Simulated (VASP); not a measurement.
**VASP 6.6.1 run: NaI**

INCAR

```
NBANDS = 11
GGA = PE
EDIFF = 1E-8
NSW = 0
LCHARG = .FALSE.
LASPH = .TRUE.
LREAL = .FALSE.
IBRION = -1
NELM = 120
PREC = Accurate
ISMEAR = -1
LWAVE = .FALSE.
SIGMA = 0.02
ISIF = 2
ENCUT = 520
```

KPOINTS

```
KPOINTS created by Atomic Simulation Environment
0
Gamma
6 6 6
0 0 0
```

POSCAR

```
Na I
 1.0000000000000000
     4.0405365579000003    0.0000000000000000    0.0000000000000000
     0.0000000000000000    4.0405365579000003    0.0000000000000000
     0.0000000000000000    0.0000000000000000    4.1072054110999998
 Na  I
   1   1
Cartesian
  0.0000000000000000  0.0000000000000000  0.0000000000000000
  2.0202682789499997  2.0202682789499997  2.0536027055499995
```

The recommended PBE PAW datasets give the neutral cell 14 valence electrons.

Command

```
mpirun -np 1 vasp_std
```

OSZICAR

```
N       E                     dE             d eps       ncg     rms          rms(c)
DAV:   1     0.775823294618E+02    0.77582E+02   -0.67498E+03   880   0.113E+03
DAV:   2     0.125889178216E+01   -0.76323E+02   -0.71387E+02   974   0.231E+02
DAV:   3    -0.500587862291E+01   -0.62648E+01   -0.62148E+01  1030   0.679E+01
DAV:   4    -0.520038985523E+01   -0.19451E+00   -0.19440E+00  1108   0.122E+01
DAV:   5    -0.520527189537E+01   -0.48820E-02   -0.48819E-02  1057   0.199E+00    0.193E+00
DAV:   6    -0.509969712069E+01    0.10557E+00   -0.12456E-01  1024   0.230E+00    0.129E+00
DAV:   7    -0.507166376539E+01    0.28033E-01   -0.11279E-01  1017   0.202E+00    0.629E-01
DAV:   8    -0.507213898176E+01   -0.47522E-03   -0.65883E-03   934   0.800E-01    0.138E-01
DAV:   9    -0.507207885936E+01    0.60122E-04   -0.17043E-04  1045   0.148E-01    0.539E-02
DAV:  10    -0.507210493382E+01   -0.26074E-04   -0.82226E-05   967   0.999E-02    0.743E-03
DAV:  11    -0.507210485989E+01    0.73933E-07   -0.68405E-06   994   0.310E-02    0.220E-03
DAV:  12    -0.507210522344E+01   -0.36355E-06   -0.54512E-07   985   0.568E-03    0.100E-03
DAV:  13    -0.507210531380E+01   -0.90361E-07   -0.30757E-08  1024   0.149E-03    0.787E-04
DAV:  14    -0.507210530079E+01    0.13008E-07   -0.41221E-09   617   0.464E-04    0.348E-04
DAV:  15    -0.507210529902E+01    0.17662E-08   -0.26463E-09   569   0.309E-04
   1 F= -.50721053E+01 E0= -.50721053E+01  d E =-.259596E-12
```

From OUTCAR

```
k-points           NKPTS =     40   k-points in BZ     NKDIM =     40   number of bands    NBANDS=     11

   NELECT =      14.0000    total number of electrons

   dimension x,y,z NGX =    30 NGY =   30 NGZ =   32
   dimension x,y,z NGXF=    60 NGYF=   60 NGZF=   64

  energy-cutoff  :      520.00
  volume of cell :       67.05
      direct lattice vectors                 reciprocal lattice vectors
     4.040536558  0.000000000  0.000000000     0.247491883  0.000000000  0.000000000
     0.000000000  4.040536558  0.000000000     0.000000000  0.247491883  0.000000000
     0.000000000  0.000000000  4.107205411     0.000000000  0.000000000  0.243474553

 k-points in reciprocal lattice and weights: KPOINTS created by Atomic Simulation Env
   0.00000000  0.00000000  0.00000000       0.005
   0.16666667  0.00000000  0.00000000       0.019
   0.33333333  0.00000000  0.00000000       0.019
   0.50000000  0.00000000  0.00000000       0.009
   0.16666667  0.16666667  0.00000000       0.019
   0.33333333  0.16666667  0.00000000       0.037
   0.50000000  0.16666667  0.00000000       0.019
   0.33333333  0.33333333  0.00000000       0.019
   ...

 E-fermi :   2.3392

 k-point     1 :       0.0000    0.0000    0.0000
  band No.  band energies     occupation
      1     -21.8933      2.00000
      2     -21.8933      2.00000
      3     -21.8908      2.00000
      4      -9.9415      2.00000
      5       1.0873      2.00000
      6       1.2356      2.00000
      7       1.2356      2.00000
      8       4.0854      0.00000
      9       7.3917      0.00000
     10       7.4959      0.00000
     11      12.8215      0.00000

 k-point     2 :       0.1667    0.0000    0.0000
  band No.  band energies     occupation
      1     -21.8953      2.00000
      2     -21.8931      2.00000
      3     -21.8906      2.00000
      4      -9.8655      2.00000
      5       0.3178      2.00000
      6       1.1649      2.00000
      7       1.3115      2.00000
      8       4.7635      0.00000
      9       7.6433      0.00000
     10       8.2623      0.00000
     11      11.4091      0.00000

 k-point     3 :       0.3333    0.0000    0.0000
  band No.  band energies     occupation
      1     -21.8993      2.00000
      2     -21.8927      2.00000
      3     -21.8902      2.00000
      4      -9.7029      2.00000
      5      -0.8886      2.00000
      6       1.3312      2.00000
      7       1.4739      2.00000
      8       5.7364      0.00000
      9       8.2844      0.00000
     10       8.6941      0.00000
     11      10.0549      0.00000

 k-point     4 :       0.5000    0.0000    0.0000
  band No.  band energies     occupation
      1     -21.9013      2.00000
      2     -21.8926      2.00000
      3     -21.8900      2.00000
      4      -9.6155      2.00000
      5      -1.3678      2.00000
      6       1.4207      2.00000
      7       1.5610      2.00000
      8       6.4108      0.00000
      9       8.0324      0.00000
     10       8.8941      0.00000
     11       9.5483      0.00000

 k-point     5 :       0.1667    0.1667    0.0000
  band No.  band energies     occupation
      1     -21.8952      2.00000
      2     -21.8950      2.00000
      3     -21.8904      2.00000
      4      -9.7916      2.00000
      5       0.2875      2.00000
      6       0.5910      2.00000
      7       1.2424      2.00000
      8       5.3902      0.00000
      9       8.0383      0.00000
     10       8.6839      0.00000
     11      10.2574      0.00000

 ...

  Total        0.1151336      0.1151336     -0.2036654      0.0000000     -0.0000000      0.0000000
  in kB        2.7509853      2.7509853     -4.8663503      0.0000000     -0.0000000      0.0000000
  external PRESSURE =       0.2118734 kB  Pullay stress =       0.0000000 kB

 POSITION                                       TOTAL-FORCE (eV/Angst)
 -----------------------------------------------------------------------------------
      0.00000      0.00000      0.00000         0.000000      0.000000      0.000000
      2.02027      2.02027      2.05360         0.000000      0.000000      0.000000
 -----------------------------------------------------------------------------------
    total drift:                                0.000000     -0.000000     -0.000000

  FREE ENERGIE OF THE ION-ELECTRON SYSTEM (eV)
  ---------------------------------------------------
  free  energy   TOTEN  =        -5.0721052990 eV

  energy  without entropy=       -5.0721052990  energy(sigma->0) =       -5.07210530
```

It converged. Results: gap between bands v and c on the k mesh 2.23 eV; least direct gap on the k mesh 2.76 eV; pressure 0.0 GPa. Band v is the last that the valence electrons fill when counted band by band, and c is the next.

For comparison, a separate PBE run of the intended cell, on usual settings and not on those above, gives a gap of 2.23 eV on its mesh and a pressure of 0.0 GPa.

The run above took about 24 s on one core of a shared host (Intel Xeon Platinum 8488C) and held 0.19 GiB at most.
